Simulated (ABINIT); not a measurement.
# FeO (Wuestite) (Fm-3m) in ABINIT: further runs

The runs below take FeO (Wuestite) through relaxation of cell and atoms, with PBE.

Everything below comes from runs of ABINIT 10.8.3 (patched build). Logs are shortened: lines on timing, memory, paths and dates and some standing lists are left out, and cuts for length are marked. The log counts tension as positive stress, the text compression.

## (1) The structure

It takes space group Fm-3m (No. 225, cubic). Conventional cell: a = 4.311 Å, b = 4.311 Å, c = 4.311 Å, α = 90.00°, β = 90.00°, γ = 90.00°. Around Fe (site symmetry m-3m) lie 6 O at 2.16 Å. O (site symmetry m-3m) has 6 Fe at 2.16 Å as nearest neighbours.

## (2) Relaxation of cell and atoms, PBE, collinear spin, ferromagnetic start, target pressure 10 GPa, at which the enthalpy is minimised

run.abi

```
# Pseudopotentials
pp_dirpath "./"
pseudos "Fe.GGA_PBE-JTH.xml, O.GGA_PBE-JTH.xml"

# Structure
acell 3*1.0 Angstrom
rprim
     0.0000000000     2.1554000000     2.1554000000
     2.1554000000     0.0000000000     2.1554000000
     2.1554000000     2.1554000000     0.0000000000
ntypat 2
znucl 26 8
natom 2
typat 1 2
xred
     0.0000000000     0.0000000000     0.0000000000
     0.5000000000     0.5000000000     0.5000000000
chkprim 0
chksymtnons 0
tolsym 1.0e-6

# Plane-wave basis
ecut 26.0
pawecutdg 48.0
pawxcdev 0

# k points
kptopt 1
ngkpt 7 7 7
nshiftk 1
shiftk 0.0 0.0 0.0

# Exchange and correlation
ixc 11

# Bands and occupations
nband 16
occopt 3
tsmear 0.05 eV

# Spin
nsppol 2
spinat
     0.0000000000     0.0000000000     3.0000000000
     0.0000000000     0.0000000000     0.0000000000

# SCF cycle
nstep 100
tolvrs 1.0e-9

# Output
iomode 3
prtwf 0
prtden 0
prteig 0
prtebands 0
enunit 2

# Relaxation
ionmov 2
ntime 60
tolmxf 0.0001
optcell 2
dilatmx 1.08
ecutsm 0.5
strtarget 3*-3.398931e-04 3*0.0
```

Potentials or basis: JTH PAW PBE v2.0.

The run is started by

```bash
> abinit run.abi > log 2>&1
```

run.abo:

```text
.Version 10.8.3 of ABINIT
 Symmetries : space group Fm -3 m (#225); Bravais cF (face-center cubic)
================================================================================
 Values of the parameters that define the memory need of the present run
     intxc =       0    ionmov =       2      iscf =      17    lmnmax =      18
     lnmax =       6     mgfft =      30  mpssoang =       3    mqgrid =    3001
     natom =       2  nloc_mem =       2    nspden =       2   nspinor =       1
    nsppol =       2      nsym =      48    n1xccc =       1    ntypat =       2
    occopt =       3   xclevel =       2
       mpw =        1087          nfft =       27000          nkpt =          20
 PAW method is used; the additional fine FFT grid is defined by:
   mgfftf=        40    nfftf =     64000
================================================================================
================================================================================

--------------------------------------------------------------------------------
------------- Echo of variables that govern the present computation ------------
--------------------------------------------------------------------------------
 -outvars: echo values of preprocessed input variables --------
            acell      1.8897261259E+00  1.8897261259E+00  1.8897261259E+00 Bohr
              amu      5.58470000E+01  1.59994000E+01
          chkprim           0
      chksymtnons           0
          dilatmx      1.08000000E+00
             ecut      2.60000000E+01 Hartree
           ecutsm      5.00000000E-01 Hartree
           enunit           2
           ionmov           2
              ixc          11
         kptrlatt        7    0    0      0    7    0      0    0    7
          kptrlen      4.03217882E+01
            natom           2
            nband          16
            ngfft          30      30      30
          ngfftdg          40      40      40
             nkpt          20
           nspden           2
           nsppol           2
            nstep         100
             nsym          48
            ntime          60
           ntypat           2
           occopt           3
          optcell           2
        pawecutdg      4.80000000E+01 Hartree
         pawxcdev           0
           prtden           0
        prtebands           0
           prteig           0
            prtwf           0
            rprim      0.0000000000E+00  2.1554000000E+00  2.1554000000E+00
                       2.1554000000E+00  0.0000000000E+00  2.1554000000E+00
                       2.1554000000E+00  2.1554000000E+00  0.0000000000E+00
          spgroup         225
           spinat      0.0000000000E+00  0.0000000000E+00  3.0000000000E+00
                       0.0000000000E+00  0.0000000000E+00  0.0000000000E+00
        strtarget     -3.39893100E-04 -3.39893100E-04 -3.39893100E-04
                       0.00000000E+00  0.00000000E+00  0.00000000E+00
[... 548 lines left out ...]
   1.00000    1.00000    1.00000    1.00000    1.00000    0.00167    0.00000    0.00000
 prteigrs : prtvol=0 or 1, do not print more k-points.

 Eigenvalues (hartree) for nkpt=  20  k points, SPIN DOWN:
 kpt#   1, nband= 16, wtk=  0.00292, kpt=  0.0000  0.0000  0.0000 (reduced coord)
  -2.81815   -1.57317   -1.57317   -1.57317   -0.42712    0.20458    0.20458    0.20458
   0.30291    0.30291    0.30291    0.33963    0.33963    0.37328    0.89935    1.00632
      occupation numbers for kpt#   1
   1.00000    1.00000    1.00000    1.00000    1.00000    1.00000    1.00000    1.00000
   1.00000    1.00000    1.00000    0.01437    0.01437    0.00000    0.00000    0.00000
 prteigrs : prtvol=0 or 1, do not print more k-points.

 Fermi (or HOMO) energy (eV) =   9.03046   Average Vxc (eV)= -12.20722
 Eigenvalues (   eV  ) for nkpt=  20  k points, SPIN UP:
 kpt#   1, nband= 16, wtk=  0.00292, kpt=  0.0000  0.0000  0.0000 (reduced coord)
 -80.85402  -46.87918  -46.87918  -46.87918  -12.16293    4.99745    4.99745    4.99745
   5.11681    5.11681    5.11681    5.35715    5.35715    9.35007   24.51668   26.41487
 prteigrs : prtvol=0 or 1, do not print more k-points.

 Eigenvalues (   eV  ) for nkpt=  20  k points, SPIN DOWN:
 kpt#   1, nband= 16, wtk=  0.00292, kpt=  0.0000  0.0000  0.0000 (reduced coord)
 -76.68583  -42.80816  -42.80816  -42.80816  -11.62245    5.56688    5.56688    5.56688
   8.24260    8.24260    8.24260    9.24186    9.24186   10.15735   24.47256   27.38339
 prteigrs : prtvol=0 or 1, do not print more k-points.

--- !EnergyTerms
iteration_state     : {dtset: 1, itime: 4, icycle: 1, }
comment             : Components of total free energy in Hartree
kinetic             :  1.97210918588757E+01
hartree             :  2.94360923034161E+01
xc                  : -6.31244464760599E+00
Ewald energy        : -9.66233142757199E+01
psp_core            :  6.10695714640368E+00
local_psp           : -8.28385599972694E+01
PAW spherical_terms : -1.00639771659290E+01
internal            : -1.40574154777829E+02
'-kT*entropy'       : -3.12989565439195E-04
total_energy        : -1.40574467767394E+02
total_energy_eV     : -3.82522613874177E+03
...

--- !EnergyTermsDC
iteration_state     : {dtset: 1, itime: 4, icycle: 1, }
comment             : '"Double-counting" decomposition of free energy'
band_energy         : -1.43919649204550E+01
Ewald energy        : -9.66233142757199E+01
psp_core            :  6.10695714640368E+00
xc_dc               : -2.75372395772651E+01
PAW spherical_terms : -8.12859425842207E+00
internal            : -1.40574155885458E+02
'-kT*entropy'       : -3.12989565439195E-04
total_energy_dc     : -1.40574468875024E+02
total_energy_dc_eV  : -3.82522616888191E+03
...

--- !EnergyTermsWithPAWCore
iteration_state     : {dtset: 1, itime: 4, icycle: 1, }
comment             : 'Components of total free energy, including PAW core contributions'
Total energy        : -1.34802962954943E+03
Total energy DC     : -1.34802963065706E+03
Total energy (eV)   : -3.66817549206961E+04
Total energy DC (eV): -3.66817549508362E+04
...

 Cartesian components of stress tensor (hartree/bohr^3)
  sigma(1 1)= -3.39853563E-04  sigma(3 2)=  0.00000000E+00
  sigma(2 2)= -3.39853563E-04  sigma(3 1)=  0.00000000E+00
  sigma(3 3)= -3.39853563E-04  sigma(2 1)=  0.00000000E+00

-Cartesian components of stress tensor (GPa)         [Pressure=  9.9988E+00 GPa]
- sigma(1 1)= -9.99883702E+00  sigma(3 2)=  0.00000000E+00
- sigma(2 2)= -9.99883702E+00  sigma(3 1)=  0.00000000E+00
- sigma(3 3)= -9.99883702E+00  sigma(2 1)=  0.00000000E+00

== END DATASET(S) ==============================================================
================================================================================

 -outvars: echo values of variables after computation  --------
            acell      5.6643020017E+00  5.6643020017E+00  5.6643020017E+00 Bohr
           etotal     -1.4057446888E+02
            fcart     -0.0000000000E+00 -0.0000000000E+00 -0.0000000000E+00
                      -0.0000000000E+00 -0.0000000000E+00 -0.0000000000E+00
            rprim      0.0000000000E+00  7.0710678119E-01  7.0710678119E-01
                       7.0710678119E-01  0.0000000000E+00  7.0710678119E-01
                       7.0710678119E-01  7.0710678119E-01  0.0000000000E+00
           strten     -3.3985356257E-04 -3.3985356257E-04 -3.3985356257E-04
                       0.0000000000E+00  0.0000000000E+00  0.0000000000E+00
           xangst      0.0000000000E+00  0.0000000000E+00  0.0000000000E+00
                       2.1194956778E+00  2.1194956778E+00  2.1194956778E+00
             xred      0.0000000000E+00  0.0000000000E+00  0.0000000000E+00
                       5.0000000000E-01  5.0000000000E-01  5.0000000000E-01
 Calculation completed.
```

Run time: 2.2 min. Hardware: 1 thread of Arm Neoverse V1, shared host; peak memory 0.14 GiB.

What came out:

- Free energy: -3825.2262 eV
- Relaxed volume: 9.52 Å³/atom
- Relaxed cell: a = 2.997 Å, b = 2.997 Å, c = 2.997 Å, α = 60.00°, β = 60.00°, γ = 60.00°
- Space group after relaxing (to 0.05 Å): Fm-3m (No. 225)
- Energy change on relaxing (the enthalpy is what falls): +14.0 meV/atom
- Ionic steps: 4
- Pressure after relaxing: 10.0 GPa
- Band gap on the k mesh: none (metal or under the smearing width)
- Net moment: 4.00 μB per cell
- Site moments: Fe +3.59; O +0.30 μB
- Valence electrons inside the program's atomic spheres: Fe 14.20; O 4.55

The path:
```tsv
step	energy change (eV)	largest force (eV/Å)	pressure (GPa)	volume (Å³)
1	0.0000	0.0000	-0.37	20.03
2	0.0104	0.0000	5.88	19.40
3	0.0299	0.0000	10.37	19.01
4	0.0279	0.0000	10.00	19.04
```

Final structure:
```xyz
2
Lattice="0.0000 2.1195 2.1195 2.1195 0.0000 2.1195 2.1195 2.1195 0.0000" Properties=species:S:1:pos:R:3 pbc="T T T"
Fe    0.0000    0.0000    0.0000
O     2.1195    2.1195    2.1195
```

Caveat: the k mesh is coarse (spacing up to 0.36 Å⁻¹), so the values aren't converged; a cell with one magnetic atom can't hold antiferromagnetic order, which such compounds often take; semilocal functionals often make such compounds metallic where correlation or magnetic order opens a gap, which also shifts bond lengths. With open d or f shells a metallic result of PBE can be an artefact of self-interaction; +U or a hybrid may open a gap.

## (3) Relaxation of cell and atoms, PBE, collinear spin, ferromagnetic start, target pressure 20 GPa, at which the enthalpy is minimised

run.abi, as its differences from that of step 2:

```diff
@@ -65,2 +65,2 @@
 ecutsm 0.5
-strtarget 3*-3.398931e-04 3*0.0
+strtarget 3*-6.797862e-04 3*0.0
```

Potentials or basis: JTH PAW PBE v2.0.

The run is started by

```bash
> abinit run.abi > log 2>&1
```

run.abo:

```text
.Version 10.8.3 of ABINIT
 Symmetries : space group Fm -3 m (#225); Bravais cF (face-center cubic)
================================================================================
 Values of the parameters that define the memory need of the present run
     intxc =       0    ionmov =       2      iscf =      17    lmnmax =      18
     lnmax =       6     mgfft =      30  mpssoang =       3    mqgrid =    3001
     natom =       2  nloc_mem =       2    nspden =       2   nspinor =       1
    nsppol =       2      nsym =      48    n1xccc =       1    ntypat =       2
    occopt =       3   xclevel =       2
       mpw =        1087          nfft =       27000          nkpt =          20
 PAW method is used; the additional fine FFT grid is defined by:
   mgfftf=        40    nfftf =     64000
================================================================================
================================================================================

--------------------------------------------------------------------------------
[... 662 lines left out ...]
- sigma(1 1)= -2.00047308E+01  sigma(3 2)=  0.00000000E+00
- sigma(2 2)= -2.00047308E+01  sigma(3 1)=  0.00000000E+00
- sigma(3 3)= -2.00047308E+01  sigma(2 1)=  0.00000000E+00

== END DATASET(S) ==============================================================
================================================================================

 -outvars: echo values of variables after computation  --------
            acell      5.5881173308E+00  5.5881173308E+00  5.5881173308E+00 Bohr
           etotal     -1.4057188557E+02
            fcart     -0.0000000000E+00 -0.0000000000E+00 -0.0000000000E+00
                      -0.0000000000E+00 -0.0000000000E+00 -0.0000000000E+00
            rprim      0.0000000000E+00  7.0710678119E-01  7.0710678119E-01
                       7.0710678119E-01  0.0000000000E+00  7.0710678119E-01
                       7.0710678119E-01  7.0710678119E-01  0.0000000000E+00
           strten     -6.7994697963E-04 -6.7994697963E-04 -6.7994697963E-04
                       0.0000000000E+00  0.0000000000E+00  0.0000000000E+00
           xangst      0.0000000000E+00  0.0000000000E+00  0.0000000000E+00
                       2.0909885324E+00  2.0909885324E+00  2.0909885324E+00
             xred      0.0000000000E+00  0.0000000000E+00  0.0000000000E+00
                       5.0000000000E-01  5.0000000000E-01  5.0000000000E-01
 Calculation completed.
```

Run time: 2.2 min. Hardware: 1 thread of Arm Neoverse V1, shared host; peak memory 0.14 GiB.

Results:

```yaml
Free_energy: -3825.1559 eV
Relaxed_volume: 9.14 Å³/atom
Relaxed_cell: a = 2.957 Å, b = 2.957 Å, c = 2.957 Å, α = 60.00°, β = 60.00°, γ = 60.00°
Space_group_after_relaxing_to_0.05_Å: Fm-3m (No. 225)
Energy_change_on_relaxing_the_enthalpy_is_what_falls: +49.1 meV/atom
Ionic_steps: 4
Pressure_after_relaxing: 20.0 GPa
Band_gap_on_the_k_mesh: none (metal or under the smearing width)
Net_moment: 3.99 μB per cell
Site_moments: Fe +3.58; O +0.30 μB
Valence_electrons_inside_the_program's_atomic_spheres: Fe 14.26; O 4.56
```

The path:
| step | energy change (eV) | largest force (eV/Å) | pressure (GPa) | volume (Å³) |
| --- | --- | --- | --- | --- |
| 1 | 0.0000 | 0.0000 | -0.37 | 20.03 |
| 2 | 0.0450 | 0.0000 | 12.98 | 18.80 |
| 3 | 0.1042 | 0.0000 | 20.66 | 18.24 |
| 4 | 0.0982 | 0.0000 | 20.00 | 18.28 |

Final structure:
```
Fe O
1.0
     0.00000    2.09099    2.09099
     2.09099    0.00000    2.09099
     2.09099    2.09099    0.00000
Fe O
1 1
Direct
  0.00000 0.00000 0.00000
  0.50000 0.50000 0.50000
```

Caveat: the k mesh is coarse (spacing up to 0.36 Å⁻¹), so the values aren't converged; a cell with one magnetic atom can't hold antiferromagnetic order, which such compounds often take; semilocal functionals often make such compounds metallic where correlation or magnetic order opens a gap, which also shifts bond lengths. With open d or f shells a metallic result of PBE can be an artefact of self-interaction; +U or a hybrid may open a gap.
